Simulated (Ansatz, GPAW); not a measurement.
# One calculation of Rh, 3 ways

```
Rh
1.0
     2.73098    0.00000    0.00000
    -1.36549    2.36510    0.00000
     0.00000    0.00000    4.42849
Rh
2
Direct
  0.33333 0.66667 0.25000
  0.66667 0.33333 0.75000
```

This isn't the form of Rh at room conditions, which is fcc.

Alike in all runs: task single point; functional PBEsol; k mesh 11 × 11 × 6; occupations fermi-dirac, width 0.05 eV; no spin polarisation; no spin-orbit coupling. Pressure is positive in compression and, in plane waves, holds the error of the finite cutoff, which Ansatz's Pulay term estimates and takes out.

```tsv
program and potentials	plane-wave cutoff (eV)	notes	pressure (GPa)
Ansatz, Ansatz PAW	420	potentials made for PBE, which Ansatz adapts in part; 17 valence electrons an atom on average; Pulay term of +0.08 GPa included	-13.66
GPAW, PAW data sets generated for this functional	600	15 valence electrons an atom on average	-11.58
Ansatz, all-electron LAPW, scalar-relativistic	-	-	-13.67
```

The pressure spans -13.67 (Ansatz, all-electron LAPW, scalar-relativistic) to -11.58 GPa (GPAW, PAW data sets generated for this functional), with all-electron results at -13.67. The cell lies far from this level's equilibrium.

The functional is the same throughout but for its coding, so the spread measures potentials, basis and numerics; runs on potential files found faulty are left out.
